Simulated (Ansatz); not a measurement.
**BiTe: from a first cell to all-electron results**

Aim: relax BiTe, then solve it with and without frozen cores. Methods of the runs shown: PAW and LAPW. Its runs: cell and atoms relaxed (PAW); the reference run (LAPW and PAW).

Program: Ansatz 0.2.0. Level of theory: DFT PBE, with the methods named in each step. These are calculated values, not measurements.

1 further run of the same task is left out (it didn't finish).

**1. The system as given**

Symmetry: Fm-3m, No. 225, cubic system. Conventional cell: a = 6.470 Å, b = 6.470 Å, c = 6.470 Å, α = 90.00°, β = 90.00°, γ = 90.00°. Bi (site symmetry m-3m) is surrounded by 6 Te at 3.23 Å. Around Te (site symmetry m-3m) lie 6 Bi at 3.23 Å.

Coordinates:

```cif
data_structure
_symmetry_space_group_name_H-M 'Fm-3m'
_symmetry_Int_Tables_number 225
_cell_length_a 6.4700
_cell_length_b 6.4700
_cell_length_c 6.4700
_cell_angle_alpha 90.000
_cell_angle_beta 90.000
_cell_angle_gamma 90.000
_cell_volume 270.84
loop_
_atom_site_label
_atom_site_type_symbol
_atom_site_symmetry_multiplicity
_atom_site_Wyckoff_symbol
_atom_site_fract_x
_atom_site_fract_y
_atom_site_fract_z
_atom_site_occupancy
Bi1 Bi 4 a 0.00000 0.00000 0.00000 1
Te1 Te 4 b 0.50000 0.00000 0.00000 1
```

The file gives the conventional cell by its symmetry; the runs use the cell typed in the input.

Atoms are numbered in the order of the input: Bi1, Te2.

**2. Cell and atoms relaxed, PAW**

input.yaml

```yaml
crystal:
  lattice:
    - [0.0, 3.235, 3.235]
    - [3.235, 0.0, 3.235]
    - [3.235, 3.235, 0.0]
  atoms:
    - { symbol: Bi, position: [0.0, 0.0, 0.0] }
    - { symbol: Te, position: [0.5, 0.5, 0.5] }
kpoints:
  mp_grid: { grid: [11, 11, 11] }
scf:
  occupations: { method: fermi_dirac, width: 0.05 }
hamiltonian:
  xc: pbe
  pseudopotentials: { kind: paw }
output:
  forces: true
  stress: true
relax:
  f_tol: 0.005
  max_steps: 50
  cell: {}
```

Started as:

```sh
$ ansatz run input.yaml --threads 1 --pin off --max-ram 2048MiB --backend cpu --events-out ev --progress --plain --runs-dir out
```

The program printed:

```text
Engine: ansatz 0.2.0
Pseudopotentials: kind: paw
Pseudopotential: Bi, paw, valence charge 15, recommended cutoff 420 eV (normal)
Pseudopotential: Te, paw, valence charge 16, recommended cutoff 420 eV (normal)
Functional definition: PBE
  parameter kappa = 0.804
  parameter beta = 0.06672455060314922
  exchange = pbe_x(kappa = kappa, mu = beta*pi^2/3)
  correlation = pbe_c(beta = beta)
Crystal: 2 atoms, lattice volume = 67.710 Å³
Basis set: ecut = 420 eV, 1363 PW (Γ), exchange–correlation on 64×64×64 points (8 copies of the dense FFT grid, shifted against one another)
Bands: 20, of which v1, the nominal top of the filled ones, is band 16 counted from 1 (15 counted from 0)
Symmetry: 48 space group operations
Space group: Fm-3m (ITA 225), of the structure as read, at distance tolerance 4.1e-5 Å
k-points: 56 of 1331
Non-local potential: Bi, projectors of the file, l = 0: 2, l = 1: 2, l = 2: 2, l = 3: 2
Non-local potential: Te, projectors of the file, l = 0: 2, l = 1: 2, l = 2: 2, l = 3: 2
PAW form: soft (Blöchl's): semilocal exchange-correlation on the pseudo side does not see the compensation charge
PAW one-centre angular grid: Bi, 590 points (default); XC on 64 Gauss nodes
PAW one-centre angular grid: Te, 590 points (default); XC on 64 Gauss nodes
Initial density: superposition of atomic densities (neutral atoms: chi_scale 0, normalization atom), corrected by the library's trained network
Initial wavefunctions: pseudopotential atomic-orbital guess
Functional: x = pbe(κ = 0.804, μ = 0.2195149727645171), c = pbe(β = 0.06672455060314922)
SCF iter   1: F=—  HF=-19376.657855 eV  |F-HF|=—  |Δ(HF+E_count)|=         —  Δρ=9.70e-4  dr2=1.20e-3  ethr=1.77e-3  ⟨swp⟩=6.5  Hψ=5826  notcnv=0
preconditioner: auto → LDOS  [metal: Δε(μ)=0.032 eV  Ē_g=9.468 eV  σ=0.050 eV  W_gap=0.15  n_scr=14 (ndim 8)  ℏωp=15.0 eV  f_vac=0.012  D(μ)=1.44/eV (n_scr^D=14)  β→1.0]
SCF iter   2: F=—  HF=-19376.656228 eV  |F-HF|=—  |Δ(HF+E_count)|=   1.63e-3  Δρ=6.16e-4  dr2=1.90e-4  ethr=3.88e-6  ⟨swp⟩=2.2  Hψ=2499  notcnv=0  defer=5
SCF iter   3: F=—  HF=-19376.656152 eV  |F-HF|=—  |Δ(HF+E_count)|=   7.54e-5  Δρ=2.32e-4  dr2=3.55e-5  ethr=6.12e-7  ⟨swp⟩=2.0  Hψ=1976  notcnv=0  defer=6
SCF iter   4: F=—  HF=-19376.656146 eV  |F-HF|=—  |Δ(HF+E_count)|=   6.58e-6  Δρ=1.10e-4  dr2=7.96e-6  ethr=1.15e-7  ⟨swp⟩=2.0  Hψ=1519  notcnv=0  defer=6
SCF iter   5: F=—  HF=-19376.656142 eV  |F-HF|=—  |Δ(HF+E_count)|=   4.02e-6  Δρ=3.73e-5  dr2=9.35e-7  ethr=2.57e-8  ⟨swp⟩=2.1  Hψ=1943  notcnv=0  defer=6
SCF iter   6: F=-19376.656141 eV  HF=-19376.656141 eV  |F-HF|=1.63e-8  |Δ(HF+E_count)|=   4.91e-7  Δρ=4.72e-6  dr2=1.51e-8  ethr=3.23e-10  ⟨swp⟩=4.0  Hψ=5096  notcnv=0
SCF 1 converged in 6 iterations: F = -19376.656141 eV  dr2 = 1.51e-8
relax step   1: F+E_penalty+E_count = -19376.65614126 eV  Δ(F+E_penalty+E_count) = +0.000e0 eV  max|allowed force component| = 1.703e-29 eV/Å  Δτ_max = 0.0000 Å  P = +0.727 GPa  Ω = 67.710 Å³  (6 SCF iters, dr2 threshold 1.00e-7 eV, accepted)
Crystal: 2 atoms, lattice volume = 69.195 Å³
Initial density: handed on by an earlier stage of this run
Initial wavefunctions: those handed on with the density
iter 1 solved again at ethr=1.10e-6 eV; its pass at ethr=3.10e-3 eV (dr2=3.42e-4 eV) is discarded
SCF iter   1: F=—  HF=-19376.657787 eV  |F-HF|=—  |Δ(HF+E_count)|=         —  Δρ=4.25e-4  dr2=2.88e-4  ethr=1.10e-6  ⟨swp⟩=2.9  Hψ=7633  notcnv=0
preconditioner: auto → LDOS  [metal: Δε(μ)=0.020 eV  Ē_g=9.380 eV  σ=0.050 eV  W_gap=0.10  n_scr=14 (ndim 8)  ℏωp=14.8 eV  f_vac=0.013  D(μ)=1.54/eV (n_scr^D=14)  β→1.0]
SCF iter   2: F=—  HF=-19376.657721 eV  |F-HF|=—  |Δ(HF+E_count)|=   6.56e-5  Δρ=1.30e-4  dr2=1.39e-5  ethr=9.30e-7  ⟨swp⟩=2.1  Hψ=1383  notcnv=0
SCF iter   3: F=—  HF=-19376.657724 eV  |F-HF|=—  |Δ(HF+E_count)|=   3.16e-6  Δρ=4.56e-5  dr2=2.08e-6  ethr=4.50e-8  ⟨swp⟩=2.0  Hψ=1658  notcnv=0
SCF iter   4: F=-19376.657724 eV  HF=-19376.657724 eV  |F-HF|=1.07e-7  |Δ(HF+E_count)|=   4.43e-7  Δρ=1.84e-5  dr2=1.72e-7  ethr=6.45e-10  ⟨swp⟩=4.0  Hψ=5124  notcnv=0
SCF 2 converged in 4 iterations: F = -19376.657724 eV  dr2 = 1.72e-7
relax step   2: F+E_penalty+E_count = -19376.65772363 eV  Δ(F+E_penalty+E_count) = -1.582e-3 eV  max|allowed force component| = 8.086e-30 eV/Å  Δτ_max = 0.0000 Å  P = -0.309 GPa  Ω = 69.195 Å³  energy of the carried Pulay correction = -2.593e-4 eV  (4 SCF iters, dr2 threshold 2.00e-7 eV, accepted)
Crystal: 2 atoms, lattice volume = 68.746 Å³
iter 1 solved again at ethr=1.76e-7 eV; its pass at ethr=3.10e-3 eV (dr2=5.47e-5 eV) is discarded
SCF iter   1: F=—  HF=-19376.658256 eV  |F-HF|=—  |Δ(HF+E_count)|=         —  Δρ=1.24e-4  dr2=2.61e-5  ethr=1.76e-7  ⟨swp⟩=3.0  Hψ=7100  notcnv=0
preconditioner: auto → LDOS  [metal: Δε(μ)=0.023 eV  Ē_g=9.405 eV  σ=0.050 eV  W_gap=0.12  n_scr=14 (ndim 8)  ℏωp=14.9 eV  f_vac=0.012  D(μ)=1.51/eV (n_scr^D=14)  β→1.0]
SCF iter   2: F=—  HF=-19376.658249 eV  |F-HF|=—  |Δ(HF+E_count)|=   7.47e-6  Δρ=4.60e-5  dr2=1.32e-6  ethr=8.43e-8  ⟨swp⟩=2.6  Hψ=1680  notcnv=0
SCF iter   3: F=—  HF=-19376.658249 eV  |F-HF|=—  |Δ(HF+E_count)|=   3.11e-7  Δρ=2.36e-5  dr2=4.74e-7  ethr=6.45e-10  ⟨swp⟩=5.8  Hψ=4599  notcnv=0
SCF iter   4: F=-19376.658249 eV  HF=-19376.658249 eV  |F-HF|=3.95e-9  |Δ(HF+E_count)|=   1.93e-7  Δρ=4.58e-6  dr2=1.14e-8  ethr=6.45e-10  ⟨swp⟩=5.2  Hψ=4092  notcnv=0
SCF 3 converged in 4 iterations: F = -19376.658249 eV  dr2 = 1.14e-8
relax step   3: F+E_penalty+E_count = -19376.65824899 eV  Δ(F+E_penalty+E_count) = -5.254e-4 eV  max|allowed force component| = 4.707e-29 eV/Å  Δτ_max = 0.0000 Å  P = -0.008 GPa  Ω = 68.746 Å³  energy of the carried Pulay correction = -1.814e-4 eV  (4 SCF iters, dr2 threshold 2.00e-7 eV, accepted)
Initial wavefunctions: pseudopotential atomic-orbital guess (no wavefunctions were taken with the density)
iter 1 solved again at ethr=1.75e-7 eV; its pass at ethr=3.10e-3 eV (dr2=5.44e-5 eV) is discarded
SCF iter   1: F=—  HF=-19376.657886 eV  |F-HF|=—  |Δ(HF+E_count)|=         —  Δρ=2.20e-4  dr2=7.77e-7  ethr=1.75e-7  ⟨swp⟩=3.8  Hψ=9248  notcnv=0
preconditioner: auto → LDOS  [metal: Δε(μ)=0.023 eV  Ē_g=9.406 eV  σ=0.050 eV  W_gap=0.12  n_scr=14 (ndim 8)  ℏωp=14.9 eV  f_vac=0.012  D(μ)=1.51/eV (n_scr^D=14)  β→1.0]
SCF iter   2: F=—  HF=-19376.658429 eV  |F-HF|=—  |Δ(HF+E_count)|=   5.43e-4  Δρ=7.57e-6  dr2=2.44e-8  ethr=2.51e-9  ⟨swp⟩=2.2  Hψ=1991  notcnv=0
SCF iter   3: F=—  HF=-19376.658429 eV  |F-HF|=—  |Δ(HF+E_count)|=   9.16e-9  Δρ=3.38e-6  dr2=7.02e-9  ethr=7.88e-11  ⟨swp⟩=2.0  Hψ=2000  notcnv=0
SCF iter   4: F=—  HF=-19376.658429 eV  |F-HF|=—  |Δ(HF+E_count)|=  2.66e-10  Δρ=6.22e-7  dr2=3.50e-10  ethr=2.26e-11  ⟨swp⟩=2.0  Hψ=1990  notcnv=0
SCF iter   5: F=-19376.658429 eV  HF=-19376.658429 eV  |F-HF|=1.46e-11  |Δ(HF+E_count)|=  1.46e-11  Δρ=1.38e-7  dr2=1.90e-11  ethr=1.00e-12  ⟨swp⟩=5.8  Hψ=6435  notcnv=0
SCF 4 converged in 5 iterations: F = -19376.658429 eV  dr2 = 1.90e-11
relax step   4: F+E_penalty+E_count = -19376.65842916 eV  Δ(F+E_penalty+E_count) = -1.802e-4 eV  max|allowed force component| = 5.943e-29 eV/Å  Δτ_max = 0.0000 Å  P = -0.010 GPa  Ω = 68.746 Å³  stress off target by 9.75e-3 GPa  SCF on the basis re-selected at this cell (its energy is not comparable with the rows above)  (5 SCF iters)
basis re-selected at this cell: Δ(F+E_penalty+E_count) = -1.802e-4 eV, ΔP = -0.001 GPa vs the last step (what re-selecting the basis moved, of the pressure what is left beyond the Pulay correction that the steps carried, after the strain that the cell walked since its last selection, with what the two solves' SCF thresholds leave and, on support functions, any second-order correction that the steps lacked; it is no measure of the basis error at this ecutwfc). This SCF's stress stands 9.75e-3 GPa from its target on what of the cell is left free (relax.cell.stress_tol is 5.00e-2 GPa) and its largest allowed force component is 5.94e-29 eV/Å (relax.f_tol is 5.00e-3 eV/Å): within both
SCF converged after 5 iterations
Free energy (F): -19376.658429 eV
Harris-Foulkes:  -19376.658429 eV  (|F-HF|=1.46e-11)
Internal energy: -19376.646218 eV  (E = F + TS)
E sigma→0 (E₀):  -19376.652323 eV
Entropy (-TS):   -0.012211 eV (-6.106 meV/atom)
Fermi energy:    9.578432 eV
--- Per-component energies (eV) ---
  E_band       = -370.292262
  E_kinetic    = 481.329962
  E_local      = -2785.302867  (includes V_loc(G=0)·N_el)
  E_nonlocal   = 249.883104
  E_hartree    = 1298.622777
  E_xc         = -275.310882
  E_vxc        = -247.917328  (∫ρ·V_xc dr)
  E_paw        = -15325.033736  (= ΣΔE_a)
  E_vpaw       = -665.530284  (= ΣTr[D̂ρ^β])
  E_aug_tail   = -0.000567  (compensation charges beyond the density's cutoff)
  E_ewald      = -3020.834008
  E_smearing   = -0.012211  (= −TS)
  E_closure    = 0.000000  (closes the sum)
  Σ components = -19376.658429   (vs F -19376.658429, Δ=0.00e0)
--- Forces (eV/Å), atoms counted from 1 ---
  atom   1  Bi    -0.00000000     0.00000000    -0.00000000
  atom   2  Te     0.00000000    -0.00000000     0.00000000
  max |Σ_I F_I| component: 1.17e-28 eV/Å
--- Stress (GPa, compression-positive) ---
       -0.009752      -0.000000      -0.000000
       -0.000000      -0.009752      -0.000000
       -0.000000      -0.000000      -0.009752
  P = ⅓ Tr σ = -0.0098 GPa (-0.098 kbar)
--- Relaxed structure (3 steps of the walk, 3 accepted, 1 SCFs on fresh bases) ---
  F+E_penalty+E_count = -19376.65842916 eV   max|allowed force component| = 5.943e-29 eV/Å   (the final SCF, on the basis selected at the relaxed cell)
  cell:  # Å, volume = 68.7455 Å³
    - [5.095372032895591e-34, 3.251407971156702, 3.251407971156702]
    - [3.251407971156702, -2.6750703172701844e-34, 3.251407971156702]
    - [3.251407971156702, 3.251407971156702, 7.515673748520994e-34]
  atoms:
    - { symbol: Bi, position: [-4.0309584745091383e-36, 5.5813271185600735e-36, 2.480589830456511e-36] }
    - { symbol: Te, position: [0.49999999999999994, 0.49999999999999994, 0.49999999999999994] }
```

It took 14 s on 1 thread of Arm Neoverse V1, shared host; peak memory 0.38 GiB.

Step by step:

```tsv
step	energy from step 1 (eV/cell)	largest force component (eV/Å)	pressure (GPa)	volume (Å³)
1	0.0000	0.0000	0.73	67.71
2	-0.0016	0.0000	-0.31	69.19
3	-0.0021	0.0000	-0.01	68.75
4	-0.0023	0.0000	-0.01	68.75
```

Step 1 is the start. Step 4 repeats the geometry before on a plane-wave basis chosen anew for that cell, so the energy can jump there without any move; the table keeps such jumps.

| input's cell | before | after | change |
| --- | --- | --- | --- |
| a (Å) | 4.575 | 4.598 | +0.5 % |
| b (Å) | 4.575 | 4.598 | +0.5 % |
| c (Å) | 4.575 | 4.598 | +0.5 % |
| volume (Å³/atom) | 33.86 | 34.37 | +1.5 % |

[end of part 1 of 2]
